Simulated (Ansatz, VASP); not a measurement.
HgTe: VASP beside Ansatz

File INCAR:

```
SYSTEM = HgTe
PREC     = Accurate       ! precision mode
ENCUT    = 520            ! plane-wave cutoff, eV
EDIFF    = 1E-7           ! SCF threshold, eV
ISMEAR   = -1             ! smearing method
SIGMA    = 0.05           ! smearing width, eV
LREAL    = .FALSE.        ! projectors in reciprocal space
LASPH    = .TRUE.         ! aspherical terms in the spheres
NELM     = 100            ! most SCF steps
ALGO     = Normal         ! electronic algorithm
ISIF     = 2              ! what is computed and relaxed
LWAVE    = .FALSE.        ! write WAVECAR
LCHARG   = .FALSE.        ! write CHGCAR
GGA      = PS             ! functional
NBANDS   = 16             ! bands
```

File KPOINTS:

```
Automatic mesh
0
G
  12 12 12
  0 0 0
```

Contents of POSCAR:

```
HgTe
1.0
    0.0000000000      3.1893932758      3.1893932758
    3.1893932758      0.0000000000      3.1893932758
    3.1893932758      3.1893932758      0.0000000000
Hg Te
1 1
Direct
    0.0000000000      0.0000000000      0.0000000000
    0.2500000000      0.2500000000      0.2500000000
```

Input for Ansatz:

```yaml
crystal:
  lattice:
    - [0.0, 3.1893932758, 3.1893932758]
    - [3.1893932758, 0.0, 3.1893932758]
    - [3.1893932758, 3.1893932758, 0.0]
  atoms:
    - { symbol: Hg, position: [0.0, 0.0, 0.0] }
    - { symbol: Te, position: [0.25, 0.25, 0.25] }
kpoints:
  mp_grid: { grid: [12, 12, 12] }
scf:
  occupations: { method: fermi_dirac, width: 0.05 }
hamiltonian:
  xc: pbesol
  pseudopotentials: { kind: all_electron, lapw: { basis_error: 0.001 } }
output:
  forces: true
  stress: true
  eigenvalues: true
  populations: true
```

Change from the starting cell: volume scaled by 0.94, LAPW.

Alike in both runs: task single point; functional PBEsol; k mesh 12 × 12 × 12; occupations fermi-dirac, width 0.05 eV; no spin polarisation.

|  | VASP | Ansatz |
| --- | --- | --- |
| version | VASP 6.6.1 | Ansatz 0.2.0 |
| potentials or method | VASP PAW PBE potentials, release 64 (Hg, Te) | all-electron LAPW, scalar-relativistic |
| plane-wave cutoff (eV) | 520 | see its input |

|  | VASP | Ansatz | Ansatz less VASP |
| --- | --- | --- | --- |
| pressure (GPa) | 3.1 | 3.0 | -0.13 |

Ansatz ran all-electron here, so the differences hold the error of VASP's frozen core and of both bases.

Caveats: the PAW data sets were made with another functional, which shifts forces and pressure a little (VASP). The runs have no spin-orbit coupling, so splittings on Hg, Te are missing.
